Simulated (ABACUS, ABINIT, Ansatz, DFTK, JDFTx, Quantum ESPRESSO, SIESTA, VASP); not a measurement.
**Mo: 8 runs at one level of theory**

```
Mo
1.0
    -1.58381    1.58381    1.58381
     1.58381   -1.58381    1.58381
     1.58381    1.58381   -1.58381
Mo
1
Direct
  0.00000 0.00000 0.00000
```

Alike in all runs: task single point; functional PBE; k mesh 12 × 12 × 12; occupations fermi-dirac, width 0.05 eV; no spin polarisation; no spin-orbit coupling. Pressure is positive in compression and, in plane waves, holds the error of the finite cutoff, which Ansatz's Pulay term estimates and takes out.

```csv
program and potentials,plane-wave cutoff (eV),notes,band gap (eV),pressure (GPa)
"JDFTx, PseudoDojo-SR-PBE-0.5-standard",1088,-,no gap,-1.52
"VASP, PBE PAW files Mo_sv, 520 eV",520,-,no gap,-1.35
"ABINIT, JTH PAW PBE v2.0",408,-,no gap,-1.67
"Ansatz, Ansatz PAW (earlier soft set)",420,Pulay term of +0.04 GPa included,no gap,-1.85
"DFTK, PseudoDojo SR PBE 0.4.1 standard (PBE)",1088,-,no gap,-1.65
"ABACUS, PseudoDojo NC SR 0.4.1 PBE standard, plane waves",1102,-,?,?
"SIESTA, files PseudoDojo sr-pbe-0.4.1-standard, DZP (energy shift 0.003 Ry; two zetas on semicore shells)",-,atomic basis,no gap,0.99
"Quantum ESPRESSO, SSSP 1.3 efficiency PBE",816,-,no gap,-2.05
```

Question: Estimate from the other rows what the run with ABACUS, PseudoDojo NC SR 0.4.1 PBE standard, plane waves gave.

Answer: No band gap; pressure -1.49 GPa. The other rows, which needn't bracket it: pressure -2.05 to 0.99.
